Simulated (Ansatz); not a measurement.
# Meshes and cutoff for the phonons of CaSe (Fm-3m), part 2 of 2

How do the frequencies of CaSe (Fm-3m) move with q mesh, k mesh and cutoff?

Ansatz 0.2.0; DFT PBE, scalar-relativistic, plane waves, PAW.

So far. Step 11 (Another k mesh, q mesh 2×2×2): The highest optical mode at the zone centre (no LO-TO term) is 169.2 cm⁻¹, +0.0 cm⁻¹ against the base run. Step 12 (Another k mesh, k-mesh 12×12×12, q mesh 2×2×2): The highest optical mode at the zone centre (no LO-TO term) is 169.2 cm⁻¹, +0.0 cm⁻¹ against the base run. The relaxed cell has a = 5.958 Å (conventional setting).

The database entry behind the starting cell differs from later determinations by our own check (0.1 to 0.3 % short, probably kX units), so it need not match the best structure at ambient conditions.

## (13) The series together

Times are for 4 threads of Arm Neoverse V1, shared host. The runs compared:

| no. | k-mesh | lowest mode on the q mesh (acoustic modes at Γ apart) (cm⁻¹) | highest frequency on the path or at a solved wavevector (cm⁻¹) | time | memory (GiB) |
| --- | --- | --- | --- | --- | --- |
| 1 | 6×6×6 | 81.52 | 252.4 | 17 s | 0.51 |
| 2 | 8×8×8 | 81.65 | 252.6 | 29 s | 0.67 |
| 3 | 12×12×12 | 81.66 | 252.7 | 58 s | 1.2 |

The phonon density of states has structure finer than the step of the table below, so its rows give means over 10 cm⁻¹, whole bins alone (the curve runs from 1 to 253 cm⁻¹). Peaks (cm⁻¹: height): 6×6×6 103.0: 0.0576, 111.0: 0.0862, 133.0: 0.0520, 177.0: 0.0712; 8×8×8 103.0: 0.0577, 111.0: 0.0851, 133.0: 0.0519, 177.0: 0.0714; 12×12×12 103.0: 0.0577, 111.0: 0.085, 133.0: 0.0519, 177.0: 0.0714.

The runs together. Table of phonon density of states by wavenumber; means over each step; values in 1/cm⁻¹/cell:

| wavenumber (cm⁻¹) | 6×6×6 | 8×8×8 | 12×12×12 |
| --- | --- | --- | --- |
| 10 | 8.3e-5 | 8.3e-5 | 8.3e-5 |
| 20 | 4.7e-4 | 4.7e-4 | 4.7e-4 |
| 30 | 0.00116 | 0.00117 | 0.00117 |
| 40 | 0.00228 | 0.00229 | 0.00229 |
| 50 | 0.00403 | 0.00404 | 0.00404 |
| 60 | 0.00679 | 0.00680 | 0.00680 |
| 70 | 0.0118 | 0.0118 | 0.0118 |
| 80 | 0.0264 | 0.0263 | 0.0263 |
| 90 | 0.0415 | 0.0415 | 0.0415 |
| 100 | 0.0495 | 0.0495 | 0.0495 |
| 110 | 0.0642 | 0.0643 | 0.0643 |
| 120 | 0.0254 | 0.0254 | 0.0254 |
| 130 | 0.0413 | 0.0412 | 0.0412 |
| 140 | 0.0319 | 0.0319 | 0.0319 |
| 150 | 0.0370 | 0.0367 | 0.0366 |
| 160 | 0.0458 | 0.0455 | 0.0455 |
| 170 | 0.0515 | 0.0511 | 0.0511 |
| 180 | 0.0543 | 0.0549 | 0.0550 |
| 190 | 0.0221 | 0.0224 | 0.0225 |
| 200 | 0.0143 | 0.0143 | 0.0143 |
| 210 | 0.0144 | 0.0144 | 0.0144 |
| 220 | 0.0149 | 0.0149 | 0.0149 |
| 230 | 0.0156 | 0.0156 | 0.0156 |
| 240 | 0.0166 | 0.0166 | 0.0165 |

The runs together, line C_V. C_V, 6×6×6 = 8×8×8 = 12×12×12 against temperature:

| temperature (K) | C_V, 6×6×6 = 8×8×8 = 12×12×12 (J/mol-atom/K) |
| --- | --- |
| 0 | 0 |
| 50 | 8.21 |
| 100 | 17.5 |
| 150 | 21.1 |
| 200 | 22.7 |
| 250 | 23.4 |
| 300 | 23.9 |
| 350 | 24.2 |
| 400 | 24.3 |
| 450 | 24.5 |
| 500 | 24.6 |
| 550 | 24.6 |
| 600 | 24.7 |
| 650 | 24.7 |
| 700 | 24.7 |
| 750 | 24.8 |
| 800 | 24.8 |
| 850 | 24.8 |
| 900 | 24.8 |
| 950 | 24.8 |
| 1000 | 24.8 |

## (14) Another cutoff, cutoff 170 eV, q mesh 2×2×2

The cutoff is set to 170 eV on a small fixed q mesh.

input.yaml

```yaml
crystal:
  lattice:
    - [0.0, 2.9789659855, 2.9789659855]
    - [2.9789659855, 0.0, 2.9789659855]
    - [2.9789659855, 2.9789659855, 0.0]
  atoms:
    - { symbol: Ca, position: [0.0, 0.0, 0.0] }
    - { symbol: Se, position: [0.5, 0.5, 0.5] }
kpoints:
  mp_grid: { grid: [8, 8, 8] }
hamiltonian:
  xc: pbe
scf:
  occupations: { method: fixed }
output:
  eigenvalues: true
phonons:
  method: dfpt
  qmesh: [2, 2, 2]
  temperatures: { t_max: 1000, t_step: 50 }
  qpath:
    path:
      - [[0.0, 0.0, 0.0], [0.5, 0.0, 0.5], [0.625, 0.25, 0.625]]
      - [[0.375, 0.375, 0.75], [0.0, 0.0, 0.0], [0.5, 0.5, 0.5], [0.5, 0.25, 0.75], [0.5, 0.0, 0.5]]
    npoints: 10
basis:
  ecutwfc: 170
```

Command:

```bash
ansatz run input.yaml --threads 4 --pin off --max-ram 7168MiB --backend cpu --events-out ev --progress --plain --runs-dir out
```

It took 10 s on 4 threads of Arm Neoverse V1, shared host; peak memory 0.52 GiB; 36 s of CPU time.

The run finished; it serves as a test, and its numbers are not taken as the result.

## (15) Another cutoff, cutoff 230 eV, q mesh 2×2×2

The cutoff is set to 230 eV on a small fixed q mesh.

Edit input.yaml of step 14 so:

```diff
@@ -26,2 +26,2 @@
 basis:
-  ecutwfc: 170
+  ecutwfc: 230
```

The job ended after 14 s (4 threads; peak memory 0.54 GiB; 49 s of CPU time).

The run finished; it serves as a test, and its numbers are not taken as the result.

## (16) Another cutoff, cutoff 290 eV, q mesh 2×2×2

The cutoff is set to 290 eV on a small fixed q mesh.

Edit input.yaml of step 15 so:

```diff
@@ -26,2 +26,2 @@
 basis:
-  ecutwfc: 230
+  ecutwfc: 290
```

It took 13 s on 4 threads; peak memory 0.54 GiB.

The run finished; it serves as a test, and its numbers are not taken as the result.

## (17) Another cutoff, cutoff 360 eV, q mesh 2×2×2

The cutoff is set to 360 eV on a small fixed q mesh.

Edit input.yaml of step 16 so:

```diff
@@ -26,2 +26,2 @@
 basis:
-  ecutwfc: 290
+  ecutwfc: 360
```

It took 20 s on 4 threads; peak memory 0.62 GiB.

Frequencies (cm⁻¹) solved at each irreducible wavevector; negative means imaginary. Frequencies by wavevector, by row:

| q in reciprocal lattice units | star | mode 1 | mode 2 | mode 3 | mode 4 | mode 5 | mode 6 |
| --- | --- | --- | --- | --- | --- | --- | --- |
| 0 0 0 | 1 | 0 | 0 | 0 | 169.2 | 169.2 | 169.2 |
| 0 0 -0.5 | 4 | 114.3 | 114.3 | 145 | 145 | 153.8 | 246.8 |
| 0 -0.5 -0.5 | 3 | 81.6 | 81.6 | 121.3 | 174.6 | 174.6 | 184.7 |

The highest optical mode at the zone centre (no LO-TO term) is 169.2 cm⁻¹, +0.0 cm⁻¹ against the base run.

## (18) Another cutoff, cutoff 550 eV, q mesh 2×2×2

The cutoff is set to 550 eV on a small fixed q mesh.

Edit input.yaml of step 17 so:

```diff
@@ -26,2 +26,2 @@
 basis:
-  ecutwfc: 360
+  ecutwfc: 550
```

It took 37 s on 4 threads; peak memory 0.82 GiB.

Frequencies (cm⁻¹) solved at each irreducible wavevector; negative means imaginary. Frequencies by wavevector, by row:

| q in reciprocal lattice units | star | mode 1 | mode 2 | mode 3 | mode 4 | mode 5 | mode 6 |
| --- | --- | --- | --- | --- | --- | --- | --- |
| 0 0 0 | 1 | 0 | 0 | 0 | 169.2 | 169.2 | 169.2 |
| 0 0 -0.5 | 4 | 114.3 | 114.3 | 145 | 145 | 153.8 | 246.8 |
| 0 -0.5 -0.5 | 3 | 81.7 | 81.7 | 121.3 | 174.6 | 174.6 | 184.6 |

The highest optical mode at the zone centre (no LO-TO term) is 169.2 cm⁻¹, +0.0 cm⁻¹ against the base run.

## (19) Summary of results

```
mean frequency, q mesh 2×2×2                                             : 144 cm⁻¹
mean frequency, q mesh 3×3×3                                             : 144 cm⁻¹
mean frequency, q mesh 6×6×6                                             : 144 cm⁻¹
highest optical mode at the zone centre (no LO-TO term), k-mesh 2×2×2    : 46.4 cm⁻¹
highest optical mode at the zone centre (no LO-TO term), k-mesh 4×4×4    : 166 cm⁻¹
highest optical mode at the zone centre (no LO-TO term), k-mesh 6×6×6    : 169 cm⁻¹
highest optical mode at the zone centre (no LO-TO term), k-mesh 8×8×8    : 169 cm⁻¹
highest optical mode at the zone centre (no LO-TO term), k-mesh 12×12×12 : 169 cm⁻¹
highest optical mode at the zone centre (no LO-TO term), cutoff 170 eV   : 196 cm⁻¹
highest optical mode at the zone centre (no LO-TO term), cutoff 230 eV   : 177 cm⁻¹
highest optical mode at the zone centre (no LO-TO term), cutoff 290 eV   : 170 cm⁻¹
highest optical mode at the zone centre (no LO-TO term), cutoff 360 eV   : 169 cm⁻¹
highest optical mode at the zone centre (no LO-TO term), cutoff 550 eV   : 169 cm⁻¹
```

**Reading.** Over the whole q mesh series, coarse runs included, the mean frequency runs from 143.6 to 144.0 cm⁻¹; from 2×2×2 on it stays within 0.3 cm⁻¹ of the finest run (6×6×6), against a tolerance of 1.4. The k mesh changes along this series too, so part of the change is its. Over the whole k mesh series, coarse runs included, the lowest mode on the q mesh (acoustic modes at Γ apart) runs from -41.1 to 81.7 cm⁻¹; from 6×6×6 on all solved modes stay within 0.3 cm⁻¹ of the finest run (12×12×12), against a tolerance of 2.5. Over the whole cutoff series, coarse runs included, the lowest mode on the q mesh (acoustic modes at Γ apart) runs from 55.1 to 82.1 cm⁻¹; from 290 eV on all solved modes stay within 1.1 cm⁻¹ of the finest run (550 eV), against a tolerance of 2.5. All runs share the cell relaxed at the base settings, which is not exactly at rest under another k mesh or cutoff. These are harmonic frequencies at zero temperature: anharmonic shifts, linewidths and thermal expansion are left out.

[Logs are printed without paths, hosts, clocks, repeated set-up lines and the standing remarks that a program may print on its own settings, such as how far it seeks lower states.]

[Hosts, paths, dates, database ids (printed as entryN), source tags and the programs' standing remarks are cut or masked in the printed files.]
